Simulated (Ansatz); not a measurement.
**Al3Cu: a fit and a missing row**

Al3Cu, P4/mmm, a = 2.774 Å, c = 7.592 Å. The structure is a Materials Project entry; whether it is the stable form wasn't checked. Ansatz: r2SCAN, PAW, 500 eV, Γ-centred 16×16×6 mesh on 4 atoms, Gaussian smearing 0.10 eV; no spin polarisation. Shape and atoms are relaxed at each volume; pressure is positive in compression.

```
V (Å³/atom) P (GPa)
     13.727     7.54
     14.165     3.45
     14.603    -0.02
     15.041    -2.96
     15.479        ?
```

Q: Take V0 = 14.603 Å³/atom, count pressures from its P0 = -0.02 GPa, fit the third-order Birch–Murnaghan form to the other rows, and predict the missing pressure.

A: With the Eulerian strain f = ½[(V0/V)^(2/3) − 1] and y = (P − P0)/[3f(1 + 2f)^(5/2)], the form is the line y = B0 + 1.5 B0 (B0′ − 4) f. Rows (f, y): 0.02105, 108.0; 0.01025, 107.3; -0.00975, 105.6. Means f = 0.007183, y = 106.97; Σ(Δf)² = 0.0004884, ΣΔfΔy = 0.03849; the slope is their ratio. y = 106.4 + 78.81 f GPa, so B0 = 106.4 GPa and B0′ = 4 + 2 × (78.81)/(3 × 106.4) = 4.49. At V = 15.479, f = -0.01905, y = 104.90 and P = -5.46 GPa. The run gave -5.44 GPa, so the fit is 0.02 GPa too low, a small miss on the scale of the series. The form still works here, 33 % of the fitted range beyond its end.